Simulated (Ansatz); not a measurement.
# Te2Mo: a vibration from a frozen displacement

These are results of DFT r2SCAN, scalar-relativistic, plane waves, PAW in Ansatz 0.2.0, not measurements. Cutoff 500 eV, Γ-centred 12×12×2 k-points, Gaussian smearing of 0.05 eV. Spin–orbit coupling is left out, which matters for the heavy elements here. No spin polarisation. Energies are free energies at this smearing, counted from the undisturbed cell; pressure is positive in compression.

The starting cell (relaxed at this level; this form isn't the usual structure):

```
CELL_PARAMETERS angstrom
3.56126 0.00000 0.00000
-1.78063 3.08414 0.00000
0.00000 0.00000 17.52380
ATOMIC_POSITIONS crystal
Te 0.33333 0.66667 0.89791
Te 0.33333 0.66667 0.10209
Mo 0.00000 0.00000 0.00000
```

The cell holds layers and no dispersion correction was added, so their binding is poorly described.

Atom 3 (Mo) is moved by x along the Cartesian unit vector (0.000, 0.000, 1.000); the cell and all other atoms stay fixed. The cell's volume is 192.47 Å³; the moved atoms weigh 95.950 u together and the others 255.200 u. Some rows repeat others by symmetry and weren't run.

| x (Å) | ΔE (meV/cell) | total force on the moved atoms along the move (eV/Å) | pressure (GPa) |
| --- | --- | --- | --- |
| -0.1000 | 109.74 | 2.1957 | 0.2275 |
| -0.0900 | 88.88 | 1.9759 | 0.1849 |
| -0.0800 | 70.22 | 1.7561 | 0.1467 |
| -0.0600 | 39.49 | 1.3167 | 0.0839 |
| -0.0400 | 17.55 | 0.8776 | 0.0389 |
| -0.0200 | 4.39 | 0.4387 | 0.0119 |
| 0.0000 | 0.00 | 0.0000 | 0.0029 |
| 0.0200 | 4.39 | -0.4387 | 0.0119 |
| 0.0400 | 17.55 | -0.8776 | 0.0389 |
| 0.0600 | 39.49 | -1.3167 | 0.0839 |
| 0.0800 | 70.22 | -1.7561 | 0.1467 |
| 0.0900 | 88.88 | -1.9759 | 0.1849 |
| 0.1000 | 109.74 | -2.1957 | 0.2275 |

Q: What frequency belongs to this motion?

A: The force constant is k = −dF/dx = 21.935 eV/Å², from the parabola through x = -0.0200, 0 and 0.0200. In every cell the moved atoms swing against the rest, so the mass is μ = m₁m₂/(m₁ + m₂) = 69.732 u, and ν̃ = 521.5 cm⁻¹ × √(|k|/μ) = 292 cm⁻¹. To first order in x, and within 1 %, the force on every atom lies along the move and, within each of the two groups, in proportion to the atom's mass, so this is itself a mode at the zone centre of this cell, taken without macroscopic field (the transverse frequency in a polar insulator).

Q: How far does the harmonic law reach?

A: At x = -0.100 Å, kx²/2 = 109.68 meV against the computed 109.74 meV (+0.1 %): the well is still close to harmonic there.

Q: The pressure changes with x². What does that say about the frequency under compression?

A: With E = k(V)x²/2, k ∝ V^(−2γ) and x scaling with the cell as V^(1/3), P − P0 = −∂E/∂V = (2γ − 2/3) ΔE/V. At x = 0.0400 Å, V(P − P0) = 192.47 × 0.03597 / 160.2 eV = 43.21 meV and ΔE = 17.55 meV, so γ = 1/3 + V(P − P0)/(2ΔE) = 1.56. This is the Grüneisen parameter of the motion under uniform scaling of the cell: shrinking the cell evenly by 1 % in volume raises the frequency by about 1.56 %.

Cost: 7 runs of about 8 core-minutes in all, on Intel Xeon Processor @ 2.50GHz (Skylake/Cascade Lake) (shared hosts).

The coordinates describe a single trigonal-prismatic layer separated from its images by wide vacuum, and the mode at 292 cm⁻¹ is its polar out-of-plane vibration, with Mo moving against both Te sheets. The motion compresses the Mo–Te bonds on one side while stretching those on the other, so the stiffness comes from covalent Mo 4d–Te 5p bonding within the layer, and weak interlayer forces should hardly affect it. The mirror plane through Mo makes the two directions equivalent and removes the cubic term. The softening of the stretched bonds is thus largely offset by the stiffening of the compressed ones, which explains why the well stays so nearly parabolic.

The Grüneisen parameter of 1.56 likewise probably reflects the stiffening of these bonds as they shorten. It shouldn't be carried over to hydrostatic compression of the layered crystal, where the soft gap between layers takes up much of the volume change and the Mo–Te bonds shorten far less than under even scaling.
